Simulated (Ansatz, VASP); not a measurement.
# GaSb in two plane-wave programs, part 2 of 2

Aim: how closely do two programs agree when they are given the same cell, functional and k mesh? The cell is taken from a series of runs on this material, whose earlier steps may have relaxed, scaled, displaced or heated it; both programs get it as it stands.

VASP 6.6.1 and Ansatz 0.2.0.

So far: The structure; Ansatz: zone-centre phonons, PBEsol.

## 3. VASP: zone-centre phonons, PBEsol

Level of this step: PBEsol; plane waves and PAW (Ga_d, Sb) (VASP).

The same cell, functional, mesh and smearing now go to VASP, with its own data sets.

Lines of VASP's logs that name or quote its potential files are left out, and so is its time.

INCAR

```
SYSTEM = GaSb
PREC = Accurate
ENCUT = 500
EDIFF = 1E-08
NELM = 120
ISMEAR = 1
SIGMA = 0.2
LREAL = .FALSE.
ALGO = Normal
GGA = PS
NBANDS = 15
LORBIT = 11
LWAVE = .FALSE.
LCHARG = .FALSE.
ISIF = 2
IBRION = 8
LASPH = .TRUE.
GGA_COMPAT = .FALSE.
KPAR = 2
```

POSCAR

```
GaSb
1.0
    0.0626175529      3.1153815060      3.0001979779
    3.1153815060      0.0626175529      3.0001979779
    3.1779990591      3.1779990591      0.0000000002
Ga Sb
1 1
Direct
    0.9970147079      0.9970147079      0.0029852921
    0.7529852921      0.7529852921      0.7470147079
```

KPOINTS

```
Automatic mesh
0
Gamma
12 12 12
0 0 0
```

PAW data sets: Ga_d and Sb (PBE family, release 64).

Command:

```bash
$ mpirun -np 2 vasp_std
```

Numbers of over 12 decimals in the logs are rounded to 6 here.

What it wrote:

```text
[banner, memory and clock lines left out]
running    2 mpi-ranks, on    1 nodes
 distrk:  each k-point on    1 cores,    2 groups
 distr:  one band on    1 cores,    1 groups

 POSCAR found type information on POSCAR GaSb
 POSCAR found :  2 types and       2 ions
|                                                                             |
|               ----> ADVICE to this user running VASP <----                  |
|                                                                             |
|     You enforced a specific xc type in the INCAR file but a different       |
|     [... a line on the potential file left out ...]
|     I HOPE YOU KNOW WHAT YOU ARE DOING!                                     |
|                                                                             |

 LDA part: xc-table for (Slater+PW92), standard interpolation
 POSCAR, INCAR and KPOINTS ok, starting setup
 FFT: planning ... GRIDC
 FFT: planning ... GRID_SOFT
 FFT: planning ... GRID
 WAVECAR not read
 entering main loop
       N       E                     dE             d eps       ncg     rms          rms(c)
DAV:   1     0.794176545249E+02    0.79418E+02   -0.84648E+03  8488   0.143E+03
DAV:   2    -0.207769336835E+01   -0.81495E+02   -0.78715E+02  9723   0.299E+02
DAV:   3    -0.812211691073E+01   -0.60444E+01   -0.60232E+01 10150   0.669E+01
DAV:   4    -0.822831703365E+01   -0.10620E+00   -0.10618E+00 10365   0.100E+01
DAV:   5    -0.823088670705E+01   -0.25697E-02   -0.25696E-02 10968   0.136E+00    0.305E+00
DAV:   6    -0.815862993552E+01    0.72257E-01   -0.88089E-02 11147   0.517E+00    0.178E+00
DAV:   7    -0.813385270060E+01    0.24777E-01   -0.43216E-02 10475   0.193E+00    0.361E-01
DAV:   8    -0.813384768047E+01    0.50201E-05   -0.50384E-03 11087   0.875E-01    0.963E-02
DAV:   9    -0.813411719928E+01   -0.26952E-03   -0.45088E-04  9500   0.179E-01    0.334E-02
DAV:  10    -0.813411687302E+01    0.32626E-06   -0.23971E-05 11022   0.425E-02    0.870E-03
DAV:  11    -0.813412735264E+01   -0.10480E-04   -0.12434E-05  9450   0.240E-02    0.449E-03
DAV:  12    -0.813412754789E+01   -0.19525E-06   -0.54177E-07 11032   0.688E-03    0.930E-04
DAV:  13    -0.813412752883E+01    0.19057E-07   -0.44378E-08  9736   0.142E-03    0.320E-04
DAV:  14    -0.813412756308E+01   -0.34245E-07   -0.32748E-09  8694   0.591E-04    0.504E-05
DAV:  15    -0.813412756901E+01   -0.59381E-08   -0.60994E-10  5929   0.274E-04
   1 F= -.81341276E+01 E0= -.81341886E+01  d E =0.183057E-03
 Linear response reoptimize wavefunctions to high precision
DAV:   1    -0.813412756800E+01    0.10132E-08   -0.13977E-10  6608   0.149E-04
DAV:   2    -0.813412756802E+01   -0.17280E-10   -0.39177E-11  5257   0.656E-05
 Linear response DOF=           4
 Linear response progress:
  Degree of freedom:   1/  4
       N       E                     dE             d eps       ncg     rms          rms(c)
RMM:   1    -0.165986770747E+00   -0.16599E+00    0.59677E-02 32466   0.794E+00
RMM:   2    -0.164973950641E+00    0.10128E-02   -0.28295E-02 49136   0.135E+00    0.381E-02
RMM:   3    -0.164953368612E+00    0.20582E-04   -0.31104E-03 51423   0.418E-01    0.259E-02
RMM:   4    -0.164827867564E+00    0.12550E-03   -0.10944E-03 55778   0.188E-01    0.124E-02
RMM:   5    -0.164836517501E+00   -0.86499E-05   -0.54832E-05 53757   0.521E-02    0.414E-03
RMM:   6    -0.164844130393E+00   -0.76129E-05   -0.96535E-06 55060   0.221E-02    0.452E-04
RMM:   7    -0.164844240930E+00   -0.11054E-06   -0.17112E-06 53075   0.931E-03    0.323E-04
RMM:   8    -0.164846364678E+00   -0.21237E-05   -0.37247E-07 53946   0.432E-03    0.119E-04
RMM:   9    -0.164848085633E+00   -0.17210E-05   -0.20858E-07 54514   0.201E-03    0.362E-05
RMM:  10    -0.164848381379E+00   -0.29575E-06    0.34805E-08 54457   0.965E-04    0.175E-05
RMM:  11    -0.164848339947E+00    0.41432E-07   -0.33303E-08 54101   0.475E-04    0.185E-05
RMM:  12    -0.164848585115E+00   -0.24517E-06   -0.27222E-08 54195   0.244E-04    0.305E-06
RMM:  13    -0.164848543609E+00    0.41506E-07   -0.40116E-08 53057   0.125E-04    0.411E-06
RMM:  14    -0.164848565052E+00   -0.21444E-07   -0.14413E-08 54233   0.678E-05    0.211E-06
RMM:  15    -0.164848593803E+00   -0.28750E-07   -0.61301E-09 53387   0.395E-05    0.770E-07
RMM:  16    -0.164848582761E+00    0.11042E-07   -0.70145E-09 46800   0.251E-05    0.111E-06
RMM:  17    -0.164848588590E+00   -0.58288E-08   -0.54458E-09 40419   0.177E-05    0.585E-07
 first order change of Fermi-energy   0.10931E-04
 force on displaced ion       1 direction 1 :  -7.358   0.278  -0.005
 Linear response progress:
  Degree of freedom:   2/  4
       N       E                     dE             d eps       ncg     rms          rms(c)
RMM:   1    -0.165672686503E+00   -0.16567E+00    0.73389E-02 10460   0.800E+00
RMM:   2    -0.164831226589E+00    0.84146E-03   -0.27540E-02 15656   0.132E+00    0.382E-02
RMM:   3    -0.164796839575E+00    0.34387E-04   -0.35521E-03 16308   0.430E-01    0.250E-02
RMM:   4    -0.164689211564E+00    0.10763E-03   -0.17349E-03 17754   0.206E-01    0.126E-02
RMM:   5    -0.164681343675E+00    0.78679E-05   -0.77307E-05 17250   0.539E-02    0.482E-03
RMM:   6    -0.164690283926E+00   -0.89403E-05   -0.14235E-05 17294   0.234E-02    0.522E-04
RMM:   7    -0.164685652144E+00    0.46318E-05   -0.32231E-06 17061   0.102E-02    0.448E-04
RMM:   8    -0.164687163874E+00   -0.15117E-05   -0.80384E-07 16871   0.483E-03    0.209E-04
RMM:   9    -0.164689270271E+00   -0.21064E-05   -0.17719E-07 17123   0.224E-03    0.467E-05
RMM:  10    -0.164689891485E+00   -0.62121E-06   -0.46812E-08 17217   0.111E-03    0.296E-05
RMM:  11    -0.164690112160E+00   -0.22067E-06   -0.17857E-08 17560   0.537E-04    0.119E-05
RMM:  12    -0.164690093418E+00    0.18741E-07   -0.80534E-09 16915   0.269E-04    0.102E-05
RMM:  13    -0.164690202289E+00   -0.10887E-06    0.11014E-09 17411   0.142E-04    0.260E-06
RMM:  14    -0.164690212195E+00   -0.99069E-08   -0.28306E-09 17389   0.756E-05    0.260E-06
 first order change of Fermi-energy  -0.56363E+00
 force on displaced ion       1 direction 3 :   0.000   0.000  -7.344
 Linear response progress:
  Degree of freedom:   3/  4
       N       E                     dE             d eps       ncg     rms          rms(c)
RMM:   1    -0.284197335484E-01   -0.28420E-01    0.71266E-03 52830   0.133E+00
RMM:   2    -0.257177630138E-01    0.27020E-02   -0.33218E-03 47689   0.371E-01    0.651E-02
RMM:   3    -0.256821168396E-01    0.35646E-04   -0.19196E-04 52834   0.993E-02    0.356E-02
RMM:   4    -0.257387706104E-01   -0.56654E-04   -0.38101E-05 52728   0.432E-02    0.428E-03
RMM:   5    -0.257485081262E-01   -0.97375E-05   -0.53978E-06 55071   0.149E-02    0.276E-03
RMM:   6    -0.257409956170E-01    0.75125E-05   -0.83562E-07 51482   0.499E-03    0.529E-04
RMM:   7    -0.257403581281E-01    0.63749E-06   -0.70640E-08 55266   0.155E-03    0.244E-04
RMM:   8    -0.257399154507E-01    0.44268E-06   -0.15741E-08 51810   0.548E-04    0.578E-05
RMM:   9    -0.257399088564E-01    0.65943E-08   -0.19121E-09 54664   0.205E-04    0.209E-05
 first order change of Fermi-energy   0.57682E-04
 force on displaced ion       2 direction 1 :  -7.360   0.284  -0.000
 Linear response progress:
  Degree of freedom:   4/  4
       N       E                     dE             d eps       ncg     rms          rms(c)
RMM:   1    -0.277754992259E-01   -0.27775E-01    0.11347E-02 16704   0.132E+00
RMM:   2    -0.257233754280E-01    0.20521E-02   -0.32869E-03 15414   0.352E-01    0.631E-02
RMM:   3    -0.256569085671E-01    0.66467E-04   -0.19015E-04 16853   0.958E-02    0.345E-02
RMM:   4    -0.256944049449E-01   -0.37496E-04   -0.39323E-05 16861   0.425E-02    0.434E-03
RMM:   5    -0.257039976854E-01   -0.95927E-05   -0.54937E-06 17732   0.149E-02    0.272E-03
RMM:   6    -0.256988574093E-01    0.51403E-05   -0.77079E-07 16746   0.490E-03    0.933E-04
RMM:   7    -0.256971218610E-01    0.17355E-05   -0.54223E-08 17355   0.155E-03    0.243E-04
RMM:   8    -0.256963548497E-01    0.76701E-06   -0.12713E-08 17027   0.548E-04    0.693E-05
RMM:   9    -0.256962701184E-01    0.84731E-07   -0.22033E-09 16855   0.201E-04    0.150E-05
RMM:  10    -0.256962961626E-01   -0.26044E-07    0.16897E-11 16604   0.758E-05    0.842E-06
RMM:  11    -0.256963031414E-01   -0.69788E-08   -0.40014E-10 17005   0.277E-05    0.240E-06
 first order change of Fermi-energy   0.56417E+00
 force on displaced ion       2 direction 3 :   0.000   0.000  -7.349
 Linear response finished
```

Parts of OUTCAR (step 3):

```text
ion  position               nearest neighbor table
   1  0.997  0.997  0.003-   2 2.65   2 2.65   2 2.68   2 2.68
   2  0.753  0.753  0.747-   1 2.65   1 2.65   1 2.68   1 2.68

  LATTYP: Found a body centered orthorhombic cell.
 ALAT       =     4.3172601852
 B/A-ratio  =     1.0410235144
 C/A-ratio  =     1.3898620185

 Subroutine GETGRP returns: Found  4 space group operations
 (whereof  4 operations were pure point group operations)

The static configuration has the point symmetry C_2v.

 Found    280 irreducible k-points:

   k-points           NKPTS =    280   k-points in BZ     NKDIM =    280   number of bands    NBANDS=     15

   dimension x,y,z NGX =    32 NGY =   32 NGZ =   36
   dimension x,y,z NGXF=    64 NGYF=   64 NGZF=   72

   ENCUT  =  500.0 eV  36.75 Ry    6.06 a.u.   7.89  7.89  8.19*2*pi/ulx,y,z

   NELECT =      18.0000    total number of electrons

 k-points in reciprocal lattice and weights: Automatic mesh
   0.00000000  0.00000000  0.00000000       0.001
   0.08333333  0.00000000  0.00000000       0.002
   0.16666667  0.00000000 -0.00000000       0.002
   0.25000000  0.00000000  0.00000000       0.002
   0.33333333  0.00000000 -0.00000000       0.002
   0.41666667  0.00000000  0.00000000       0.002
   0.50000000  0.00000000  0.00000000       0.001
   0.08333333  0.08333333 -0.00000000       0.001
   0.16666667  0.08333333  0.00000000       0.002
[...]
0.25000000  0.25000000  0.50000000       0.001
  -0.25000000  0.25000000  0.50000000       0.001

 average (electrostatic) potential at core
       1 -65.6904       2 -87.6460

  Total       -0.5005114     -0.5005114      0.0263218     -0.5270717     -0.0000000     -0.0000000
  in kB      -13.7751910    -13.7751910      0.7244337    -14.5061904     -0.0000000     -0.0000000
  external PRESSURE =      -8.9419828 kB  Pullay stress =       0.0000000 kB

  energy-cutoff  :      500.00
  volume of cell :       58.21
      direct lattice vectors                 reciprocal lattice vectors
     0.062617553  3.115381506  3.000197978    -0.163786001  0.163786001  0.166655669
     3.115381506  0.062617553  3.000197978     0.163786001 -0.163786001  0.166655669
     3.177999059  3.177999059  0.000000000     0.157331702  0.157331702 -0.166655669

 POSITION                                       TOTAL-FORCE (eV/Angst)
 -----------------------------------------------------------------------------------
      3.17800      3.17800      5.98248         0.000000      0.000000     -0.000839
      4.76700      4.76700      4.51821        -0.000000     -0.000000      0.000839
 -----------------------------------------------------------------------------------
    total drift:                               -0.000053     -0.000053     -0.000569

 Eigenvectors and eigenvalues of the dynamical matrix
 ----------------------------------------------------

   1 f  =    6.489291 THz    40.773418 2PiTHz  216.459449 cm-1    26.837539 meV
             X         Y         Z           dx          dy          dz
      3.177999  3.177999  5.982483     0.563751   -0.563751    0.000000
      4.766999  4.766999  4.518210    -0.426832    0.426832   -0.000000

   2 f  =    6.363546 THz    39.983340 2PiTHz  212.265054 cm-1    26.317501 meV
             X         Y         Z           dx          dy          dz
      3.177999  3.177999  5.982483    -0.000000   -0.000000    0.797317
      4.766999  4.766999  4.518210     0.000000    0.000000   -0.603561

   3 f  =    6.246518 THz    39.248029 2PiTHz  208.361406 cm-1    25.833510 meV
             X         Y         Z           dx          dy          dz
      3.177999  3.177999  5.982483    -0.563915   -0.563915   -0.000000
      4.766999  4.766999  4.518210     0.426614    0.426614    0.000000

   4 f/i=    0.000911 THz     0.005723 2PiTHz    0.030380 cm-1     0.003767 meV
             X         Y         Z           dx          dy          dz
      3.177999  3.177999  5.982483    -0.426614   -0.426614   -0.000000
      4.766999  4.766999  4.518210    -0.563915   -0.563915   -0.000000

   5 f/i=    0.000964 THz     0.006055 2PiTHz    0.032143 cm-1     0.003985 meV
             X         Y         Z           dx          dy          dz
      3.177999  3.177999  5.982483    -0.000000   -0.000000    0.603561
      4.766999  4.766999  4.518210    -0.000000   -0.000000    0.797317

   6 f/i=    0.001554 THz     0.009762 2PiTHz    0.051822 cm-1     0.006425 meV
             X         Y         Z           dx          dy          dz
      3.177999  3.177999  5.982483     0.426832   -0.426832    0.000000
      4.766999  4.766999  4.518210     0.563751   -0.563751    0.000000

 ELASTIC MODULI CONTR FROM IONIC RELAXATION (kBar)
 Direction    XX          YY          ZZ          XY          YZ          ZX
 --------------------------------------------------------------------------------
 XX          -0.9998     -0.9998     -1.8349     12.5282     -0.0000      0.0000
 YY          -0.9998     -0.9998     -1.8349     12.5282      0.0000     -0.0000
 ZZ          -1.8349     -1.8349     -3.3674     22.9926     -0.0000     -0.0000
 XY          12.5282     12.5282     22.9926   -156.9918     -0.0000     -0.0000
 YZ          -0.0000      0.0000     -0.0000     -0.0000   -155.5303     38.8364
 ZX           0.0000     -0.0000     -0.0000     -0.0000     38.8364   -137.9848
 --------------------------------------------------------------------------------
```

## 4. Side by side

Known differences besides the potentials themselves: the data sets hold 28 valence electrons in Ansatz (on its PAW soft_1 files) and 18 in VASP; the cutoff is 420 eV in Ansatz and 500 eV in VASP; Ansatz makes its cores anew for this functional, VASP keeps those of its PBE data sets. Total energies have different zeros and are not compared.

Both answers:

```
             quantity  Ansatz   VASP  difference
optical mode 1 (cm⁻¹)   207.0  208.4     -0.64 %
optical mode 2 (cm⁻¹)   211.2  212.3     -0.51 %
optical mode 3 (cm⁻¹)   215.1  216.5     -0.62 %
```

Modes are paired by rising frequency, not by their patterns, so a pair may set unlike modes beside each other; they are those without the splitting of longitudinal modes.

## 5. Summary of results

* r.m.s. difference of the optical zone-centre modes, each program's sorted by frequency (zone-centre phonons, PBEsol): 1.3 cm⁻¹
* difference in optical mode 1 (zone-centre phonons, PBEsol): -0.6 %

**Reading.** The r.m.s. difference of the optical zone-centre modes, each program's sorted by frequency is 1.3 cm⁻¹ (zone-centre phonons, PBEsol). The data sets hold unlike numbers of valence electrons (28 in Ansatz and 18 in VASP), so part of the differences comes from the potentials. Among the rows given in per cent, the largest difference of the zone-centre phonons, PBEsol pair is in optical mode 1, -0.6 %. Such differences can come from data sets, numerical settings and the points named under the comparisons, not from the functional's error against experiment.

[Lines on the potential files, build, host, timing and source positions are cut from VASP's logs without a mark.]

[Logs are printed without paths, hosts, clocks, repeated set-up lines and the standing remarks that a program may print on its own settings, such as how far it seeks lower states.]

[Hosts, paths, dates, database ids (printed as entryN), source tags and the programs' standing remarks are cut or masked in the printed files.]
